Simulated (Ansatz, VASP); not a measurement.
**TePb: VASP beside Ansatz**

Contents of INCAR:

```
PREC = Accurate
ENCUT = 520
EDIFF = 1E-6
ISMEAR = 0
SIGMA = 0.05
LREAL = False
LASPH = True
NELM = 100
ALGO = Normal
ISIF = 2
LWAVE = False
LCHARG = False
GGA = CA
NBANDS = 17
```

File KPOINTS:

```
Automatic mesh
0
Gamma
  8 8 8
```

File POSCAR:

```
TePb
1.0
    0.0000000000      3.2270000000      3.2270000000
    3.2270000000      0.0000000000      3.2270000000
    3.2270000000      3.2270000000      0.0000000000
Te Pb
1 1
Direct
    0.5000000000      0.5000000000      0.5000000000
    0.0116207003     -0.0116207003      0.0116207003
```

Input for Ansatz:

```yaml
crystal:
  lattice:
    - [0.0, 3.227, 3.227]
    - [3.227, 0.0, 3.227]
    - [3.227, 3.227, 0.0]
  atoms:
    - { symbol: Te, position: [0.5, 0.5, 0.5] }
    - { symbol: Pb, position: [0.0116207003, -0.0116207003, 0.0116207003] }
basis:
  ecutwfc: 420
kpoints:
  mp_grid: { grid: [8, 8, 8] }
hamiltonian:
  xc: lda
scf:
  occupations: { method: gaussian, width: 0.05 }
output:
  forces: true
  stress: true
  eigenvalues: true
```

Change from the starting cell: all Pb atoms moved +0.075 Å, as atom 2 along Cartesian [0 1 0].

Alike in both runs: task single point; functional LDA; k mesh 8 × 8 × 8; occupations gaussian, width 0.05 eV; no spin polarisation.

|  | VASP | Ansatz |
| --- | --- | --- |
| version | VASP 6.6.1 | Ansatz 0.2.0 |
| potentials or method | VASP PAW LDA potentials, release 64 (Te, Pb_d) | scalar-relativistic, plane waves, PAW |
| plane-wave cutoff (eV) | 520 | 420 |
| valence electrons in the cell | 20 | 30 |

```tsv
	VASP	Ansatz	Ansatz less VASP
gap on the k mesh at the Fermi level (eV)	0.67	0.68	+0.014
least direct gap on the mesh (eV)	0.67	0.68	+0.014
pressure (GPa)	-1.4	-1.5	-0.06
largest component of the traceless stress (GPa)	0.14	0.13	-0.002
rms of the force components (eV/Å)	0.014	0.012	-0.0022
```

Atom by atom the forces differ by 0.002 eV/Å (rms over components). The two sets of potentials don't hold the same shells in valence.

Caveats: spin-orbit coupling is left out, which as a rule narrows the gap of such compounds by several tenths of an eV. A k mesh can miss the band edges.
